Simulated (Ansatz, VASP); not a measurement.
# Si53BN72 (B_Si): VASP beside Ansatz

Aim: how closely do two programs agree when they are given the same cell, functional and k mesh? The cell is taken from a series of runs on this material, whose earlier steps may have relaxed, scaled, displaced or heated it; both programs get it as it stands.

Calculated with Ansatz 0.2.0; plane waves, with VASP 6.6.1 beside it; single point at PBEsol.

## Step 1: The starting structure

The cell holds 126 atoms: 53 Si, 72 N and 1 B. Cell: a = 13.206 Å, b = 13.206 Å, c = 8.731 Å, α = 90.0°, β = 90.0°, γ = 120.0°. It derives from Si3N4 (Si3N4 (P6_3/m)). Nearest the centre at fractional (0.353, 0.473, 0.583): B126 at 0.03 Å, N79 at 1.60 Å, N88 at 1.61 Å, N112 at 1.62 Å, N84 at 1.64 Å, Si2 at 2.85 Å, Si37 at 2.86 Å, Si27 at 2.90 Å. The cell carries charge −1.

## Step 2: VASP: single point, PBEsol

With cell and atoms fixed, the geometry can't cause a difference; cores, projectors, grids and the points listed under the comparison can.

Lines of VASP's logs that name or quote its potential files are left out, and so is its time.

INCAR

```
SYSTEM = Si53BN72
PREC = Accurate
ENCUT = 520
EDIFF = 1E-06
NELM = 120
ISMEAR = -1
SIGMA = 0.01
LREAL = Auto
ALGO = Normal
GGA = PS
NELECT = 576
NBANDS = 384
LORBIT = 11
LWAVE = .FALSE.
LCHARG = .FALSE.
ISIF = 2
ISYM = 0
LASPH = .TRUE.
GGA_COMPAT = .FALSE.
EFERMI = MIDGAP
KPAR = 4
```

POSCAR

```
Si53BN72
1.0
   11.4366858822      6.6029736727      0.0000000000
  -11.4366858822      6.6029736727      0.0000000000
    0.0000000000      0.0000000000      8.7307673276
Si N B
53 72 1
Direct
    0.0197151745      0.8072130519      0.2509704274
    0.3533552175      0.4731669350      0.2563938501
[... 7 atom lines left out ...]
    0.1936818412      0.2136056488      0.2504215605
[... 3 atom lines left out ...]
    0.4534025820      0.3140940295      0.2506368936
[... 7 atom lines left out ...]
    0.5391378779      0.6792238976      0.4202200221
[... 1 atom line left out ...]
    0.1453270366      0.4545974185      0.4208709580
[... 2 atom lines left out ...]
    0.1985855977      0.2219305821      0.5837256711
    0.5270105900      0.8790275978      0.5837235955
[... 1 atom line left out ...]
    0.1216117949      0.6476415670      0.5837271112
    0.4507668188      0.3181861065      0.5837194794
[... 2 atom lines left out ...]
    0.6469762263      0.5268113261      0.4174212067
    0.9815608764      0.1946057433      0.4173467861
[... 1 atom line left out ...]
    0.3533554492      0.4731722734      0.9110513327
[... 2 atom lines left out ...]
    0.5391427119      0.6792292944      0.7471993579
[... 1 atom line left out ...]
    0.1453207108      0.4545968328      0.7465583951
[... 2 atom lines left out ...]
    0.1936839785      0.2136054091      0.9170295233
[... 3 atom lines left out ...]
    0.4533991818      0.3140945113      0.9168005981
[... 2 atom lines left out ...]
    0.6469714183      0.5268079946      0.7499970986
    0.9815575402      0.1945982498      0.7500838586
[... 1 atom line left out ...]
    0.3331764682      0.3327485472      0.2496359173
[... 4 atom lines left out ...]
    0.2138533210      0.4563711341      0.2501276231
[... 3 atom lines left out ...]
    0.4228992733      0.5442797560      0.0837230273
[... 5 atom lines left out ...]
    0.5403169503      0.7533400391      0.2517617207
[... 5 atom lines left out ...]
    0.5772270803      0.4528537261      0.2502392489
[... 2 atom lines left out ...]
    0.3354209090      0.3444619526      0.5837402096
[... 1 atom line left out ...]
    0.0023657770      0.3350063237      0.4182410844
[... 1 atom line left out ...]
    0.6646931782      0.6659393378      0.4168196512
    0.2214671070      0.4565610258      0.5837180558
[... 3 atom lines left out ...]
    0.4178653514      0.5409156572      0.4286135300
[... 1 atom line left out ...]
    0.1250788257      0.5767261564      0.4177674583
    0.4553238611      0.2442726410      0.4183583301
[... 1 atom line left out ...]
    0.2127433005      0.0953319003      0.5837171342
    0.5430336220      0.7567320693      0.5837130984
[... 1 atom line left out ...]
    0.1202766969      0.2107771013      0.4168194948
[... 3 atom lines left out ...]
    0.5793493233      0.4526619004      0.5837062068
[... 2 atom lines left out ...]
    0.3331763619      0.3327531525      0.9178455785
[... 1 atom line left out ...]
    0.0023626781      0.3350006266      0.7491418193
[... 1 atom line left out ...]
    0.6646919429      0.6659363505      0.7505634595
    0.2138550699      0.4563789871      0.9173025827
[... 3 atom lines left out ...]
    0.4178702762      0.5409237359      0.7388352391
[... 1 atom line left out ...]
    0.1250728744      0.5767250047      0.7496803763
    0.4553248551      0.2442735777      0.7490723450
[... 2 atom lines left out ...]
    0.5403144771      0.7533390694      0.9156675894
[... 1 atom line left out ...]
    0.1202739195      0.2107708224      0.7506312792
[... 3 atom lines left out ...]
    0.5772262037      0.4528538647      0.9171800015
[... 1 atom line left out ...]
    0.3506561987      0.4721734333      0.5837231989
```

KPOINTS

```
Points of the shifted mesh
8
Reciprocal
 0.2500000000  0.2500000000  0.2500000000 1
 0.2500000000  0.2500000000  0.7500000000 1
 0.2500000000  0.7500000000  0.2500000000 1
 0.2500000000  0.7500000000  0.7500000000 1
 0.7500000000  0.2500000000  0.2500000000 1
 0.7500000000  0.2500000000  0.7500000000 1
 0.7500000000  0.7500000000  0.2500000000 1
 0.7500000000  0.7500000000  0.7500000000 1
```

Potentials, in the order of the species: Si, N and B (PBE family, release 64).

Run with:

```sh
> mpirun -np 16 vasp_std
```

Numbers of over 12 decimals in the logs are rounded to 6 here.

Output:

```text
[banner, memory and clock lines left out]
running   16 mpi-ranks, on    1 nodes
[...]
|                                                                             |
|           W    W    AA    RRRRR   N    N  II  N    N   GGGG   !!!           |
|           W    W   A  A   R    R  NN   N  II  NN   N  G    G  !!!           |
|           W    W  A    A  R    R  N N  N  II  N N  N  G       !!!           |
|           W WW W  AAAAAA  RRRRR   N  N N  II  N  N N  G  GGG   !            |
|           WW  WW  A    A  R   R   N   NN  II  N   NN  G    G                |
|           W    W  A    A  R    R  N    N  II  N    N   GGGG   !!!           |
|                                                                             |
|     For optimal performance we recommend to set                             |
|       NCORE = 2 up to number-of-cores-per-socket                            |
|     NCORE specifies how many cores store one orbital (NPAR=cpu/NCORE).      |
|     This setting can greatly improve the performance of VASP for DFT.       |
[...]
DAV:   5    -0.121709173302E+04   -0.14178E+00   -0.14155E+00  7520   0.192E+00BRMIX: very serious problems
 the old and the new charge density differ
 old charge density:   575.00000 new  576.00000
BRMIX: very serious problems
 the old and the new charge density differ
 old charge density:   575.00000 new  576.00000
BRMIX: very serious problems
 the old and the new charge density differ
 old charge density:   575.00000 new  576.00000
BRMIX: very serious problems
 the old and the new charge density differ
 old charge density:   575.00000 new  576.00000
    0.859E+01
DAV:   6    -0.107863959633E+04    0.13845E+03   -0.51604E+02  7184   0.307E+01    0.392E+01
DAV:   7    -0.107659201478E+04    0.20476E+01   -0.24992E+01  7704   0.708E+00    0.182E+01
DAV:   8    -0.107566995785E+04    0.92206E+00   -0.16772E+00  7344   0.220E+00    0.612E+00
DAV:   9    -0.107554507129E+04    0.12489E+00   -0.30180E-01  7560   0.965E-01    0.870E-01
[...]
DAV:  15    -0.107556287738E+04   -0.39879E-04   -0.44641E-05  6816   0.120E-02    0.669E-03
DAV:  16    -0.107556288816E+04   -0.10789E-04   -0.15184E-05  7400   0.584E-03    0.403E-03
DAV:  17    -0.107556288860E+04   -0.43491E-06   -0.15851E-06  5224   0.232E-03
   1 F= -.10755629E+04 E0= -.10755629E+04  d E =0.000000E+00
```

Parts of OUTCAR (step 2):

```text
  FREE ENERGIE OF THE ION-ELECTRON SYSTEM (eV)
  ---------------------------------------------------
  free  energy   TOTEN  =     -1075.5628885988 eV

  energy  without entropy=    -1075.5628885988  energy(sigma->0) =    -1075.56288860
```

The cell is charged against a uniform background.

The run ends at a pressure of 0.14 GPa, with forces up to 0.016 eV/Å.

## Step 3: Ansatz: single point, PBEsol

Ansatz runs on its PAW soft_1 files.

The same cell, functional, mesh and smearing now go to Ansatz.

input.yaml

```yaml
crystal:
  checkpoint: "../qm1.relax.run"
  host: checkpoint
total_charge: -1
basis:
  ecutwfc: 420
  xc_grid: 2
hamiltonian:
  xc: pbesol
  pseudopotentials: { kind: paw, azcp: { folder: soft_1 }, xc_functional: pbe }
kpoints:
  mp_grid: { grid: [2, 2, 2], shift: [0.5, 0.5, 0.5] }
scf:
  occupations: { method: fermi_dirac, width: 0.01 }
  max_iter: 100
output:
  forces: true
  eigenvalues: true
  charged_corrections:
    epsilon: [4.29, 4.29, 4.37]
    static_epsilon: [8.29, 8.29, 8.25]
    defect_position: [0.352834, 0.473222, 0.583333]
  eigenstates: { localisation: true }
  populations: true
  band_densities: [{ bands: [v1, v1] }, { bands: [c1, c1] }]
  write_density: true
  write_potential: true
  volumetric_format: npy
  elf: true
checkpoint:
  read: "../qm1.relax.run"
  write: "../qm1.point.run"
  compress: false
  write_wavefunctions: false
  write_every: 100000
```

Run with:

```sh
> ansatz run input.yaml --threads 8 --pin off --max-ram 22609MiB --backend cpu --events-out ev --progress --plain --runs-dir out
```

Output:

```text
crystal.checkpoint: the structure is that of <dir>, a `relax` run, at its step 7: its result, under pbesol at a charge of -1 e; 126 atoms read, 0 with a starting moment; crystal.structure_sha256 for this input is
Engine: ansatz 0.2.0, aarch64-unknown-linux-gnu
Pseudopotentials: kind: paw
Pseudopotential: Si, paw, valence charge 4, recommended cutoff 420 eV (normal), soft_1/Si.paw.azcp
Pseudopotential: N, paw, valence charge 5, recommended cutoff 420 eV (normal), soft_1/N.paw.azcp
Pseudopotential: B, paw, valence charge 3, recommended cutoff 420 eV (normal), soft_1/B.paw.azcp
Functional definition: PBEsol
  exchange = pbesol_x
  correlation = pbesol_c
Crystal: 126 atoms, lattice volume = 1318.628 Å³
Basis set: ecut = 420 eV, 25805 PW (Γ), exchange–correlation on 180×180×120 points (8 copies of the dense FFT grid, shifted against one another)
Bands: 414, of which v1, the nominal top of the filled ones, is band 288 counted from 1 (287 counted from 0)
Symmetry: 1 space group operations
Space group: P1 (ITA 1), of the structure as read, at distance tolerance 1.1e-4 Å
k-points: 4 of 8 (time reversal used)
Non-local potential: Si, projectors of the file, l = 0: 2, l = 1: 2, l = 2: 1
Non-local potential: N, projectors of the file, l = 0: 2, l = 1: 2, l = 2: 1
Non-local potential: B, projectors of the file, l = 0: 2, l = 1: 2, l = 2: 1
PAW form: soft (Blöchl's): semilocal exchange-correlation on the pseudo side does not see the compensation charge
PAW frozen core: Si, regenerated for the run's functional, and the local potential with it (the file was generated under x = pbe(κ = 0.804, μ = 0.219515), c = pbe(β = 0.066725))
PAW frozen core: N, regenerated for the run's functional, and the local potential with it (the file was generated under x = pbe(κ = 0.804, μ = 0.219515), c = pbe(β = 0.066725))
PAW frozen core: B, regenerated for the run's functional, and the local potential with it (the file was generated under x = pbe(κ = 0.804, μ = 0.219515), c = pbe(β = 0.066725))
PAW one-centre angular grid: Si, 110 points (default); XC on 64 Gauss nodes
PAW one-centre angular grid: N, 110 points (default); XC on 64 Gauss nodes
PAW one-centre angular grid: B, 110 points (default); XC on 64 Gauss nodes
Initial density: read from a saved state, or passed on in memory by an earlier SCF of this step, an earlier step, the calling program or the single point that the run made first
Initial wavefunctions: pseudopotential atomic-orbital guess — the wavefunctions supplied were not used: k-point sampling differs
Functional: x = pbesol(κ = 0.804, μ = 0.123457), c = pbesol(β = 0.046)
iter 1 solved again at ethr=3.43e-8 eV; its pass at ethr=3.10e-3 eV (dr2=1.98e-4 eV) is discarded
SCF iter   1: F=—  HF=-60484.760381 eV  |F-HF|=—  |Δ(HF+E_count)|=         —  Δρ=2.83e-5  dr2=6.05e-6  ethr=3.43e-8  ⟨swp⟩=8.0  Hψ=15486  notcnv=0
preconditioner: auto → Resta (q_TF=auto, 2.377 Å⁻¹)  ε∞=4.0  [insulator: Δε(μ)=4.440 eV  Ē_g=14.138 eV  σ=0.010 eV  W_gap=1.00  n_scr=282 (ndim 8)  ℏωp=24.5 eV  f_vac=0.035  D(μ)=0.00/eV (n_scr^D=0)  ε∞_Penn≈4.0]
SCF iter   2: F=—  HF=-60484.759600 eV  |F-HF|=—  |Δ(HF+E_count)|=   7.82e-4  Δρ=1.36e-5  dr2=1.18e-6  ethr=1.05e-9  ⟨swp⟩=2.0  Hψ=2690  notcnv=0
SCF iter   3: F=—  HF=-60484.759600 eV  |F-HF|=—  |Δ(HF+E_count)|=   2.50e-7  Δρ=3.71e-6  dr2=1.81e-7  ethr=2.04e-10  ⟨swp⟩=2.5  Hψ=2816  notcnv=0
SCF iter   4: F=-60484.759600 eV  HF=-60484.759600 eV  |F-HF|=1.90e-8  |Δ(HF+E_count)|=   4.48e-8  Δρ=1.02e-6  dr2=2.18e-8  ethr=1.74e-11  ⟨swp⟩=15.8  Hψ=11294  notcnv=0
SCF 1 converged in 4 iterations: F = -60484.759600 eV  dr2 = 2.18e-8
  greatest PAW one-centre occupation: 0.792 electrons in one spin orbital (limit 2), on the N atom at site 19 (counted from 0), in its partial waves of l = 0
SCF converged after 4 iterations
Free energy (F): -60484.759600 eV
Harris-Foulkes:  -60484.759600 eV  (|F-HF|=1.90e-8)
Internal energy: -60484.759600 eV  (E = F + TS)
E sigma→0 (E₀):  -60484.759600 eV
Fermi energy:    10.309776 eV
--- Per-component energies (eV) ---
  E_band       = 457.768461
  E_kinetic    = 11949.339902
  E_local      = -18245.969511  (includes V_loc(G=0)·N_el)
  E_nonlocal   = 3656.855008
  E_hartree    = 6409.973233
  E_xc         = -7352.977237
  E_vxc        = -8125.412818  (∫ρ·V_xc dr)
  E_paw        = -35370.545156  (= ΣΔE_a)
  E_vpaw       = -1597.048116  (= ΣTr[D̂ρ^β])
  E_aug_tail   = 0.064362  (compensation charges beyond the density's cutoff)
  E_ewald      = -21535.210744
  E_core_change = 3.710543  (= ΣΔE_core)
  E_smearing   = -0.000000  (= −TS)
  E_closure    = -0.000000  (closes the sum)
  E_deformation_potential = -16.190468  (in the stress; not in F)
  Σ components = -60484.759600   (vs F -60484.759600, Δ=0.00e0)
--- Forces (eV/Å), atoms counted from 1 ---
  atom   1  Si     0.00140280    -0.00034800     0.00011151
  atom   2  Si    -0.00035783    -0.00104059    -0.00135641
[...]
k-point 3: bands = [... 284 lower, 7.6453, 7.7922, 8.0264, 8.0910, 12.5308, 12.6222, 12.6874, 12.7626, ... 122 higher]
--- Löwdin populations: 126 sites ---
  site symbol       q [e]
     0     Si      2.6520
     1     Si      2.6556
     2     Si      2.6526
     3     Si      2.6493
     4     Si      2.6588
     5     Si      2.6509
     6     Si      2.6474
     7     Si      2.6515
     8     Si      2.6520
     9     Si      2.6483
    10     Si      2.6530
    11     Si      2.6519
    12     Si      2.6527
    13     Si      2.6491
    14     Si      2.6510
    15     Si      2.6511
    16     Si      2.6501
    17     Si      2.6507
    18      N      5.9121
    19      N      5.9135
    20      N      5.9124
    21      N      5.9135
    22      N      5.9132
    23      N      5.9131
[...]
118      N      5.9021
   119      N      5.9042
   120      N      5.9042
   121      N      5.9048
   122      N      5.9047
   123      N      5.9052
   124      N      5.9035
   125      N      5.9048
  spilling = 0.014031 (of n_electrons = 576.000000)
--- Band densities, each state counted as filled ---
  window                                       electrons  max residual (eV)  cut levels
  bands: [v1, v1]                               2.000000             2.4e-9           0
  bands: [c1, c1]                               2.000000             1.2e-4           0
```

In the SCF lines HF is the Harris–Foulkes energy and dr2 the Hartree energy of the density residual, in eV; the loop may stop once dr2 is under the threshold and the program's other checks hold. Hψ counts applications of the Hamiltonian.

## Step 4: Comparison

Known differences besides the potentials themselves: the cutoff is 420 eV in Ansatz and 520 eV in VASP (PREC = Accurate, projectors in real space); Ansatz makes its cores anew for this functional, VASP keeps those of its PBE data sets. Total energies have different zeros and are not compared.

The two programs side by side:

| quantity | Ansatz | VASP | difference |
| --- | --- | --- | --- |
| gap on the k mesh (eV) | 4.440 | 4.434 | +0.006 |

At this near-relaxed geometry the largest component of a force difference is 17 meV/Å. A gap on the mesh is an upper bound, since the band edges may lie between its points. The cell carries a charge of -1 e against a uniform background, so its pressure also hangs on how the neutralising background is counted, and in a defect's cell a gap may be the spacing between its levels.

## Step 5: What came out

```yaml
difference_in_gap_on_the_k_mesh_single_point_pbesol: 0.0058 eV
```

**Reading.** The difference in gap on the k mesh is 0.0058 eV (single point, PBEsol), within the 0.08 eV picked in this series as the mark of a large difference. Such differences can come from data sets, numerical settings and the points named under the comparisons, not from the functional's error against experiment.

[Lines on the potential files, build, host, timing and source positions are cut from VASP's logs without a mark.]

[Logs are printed without paths, hosts, clocks, repeated set-up lines and the standing remarks that a program may print on its own settings, such as how far it seeks lower states.]

[Hosts, paths, dates, database ids (printed as entryN), source tags and the programs' standing remarks are cut or masked in the printed files.]
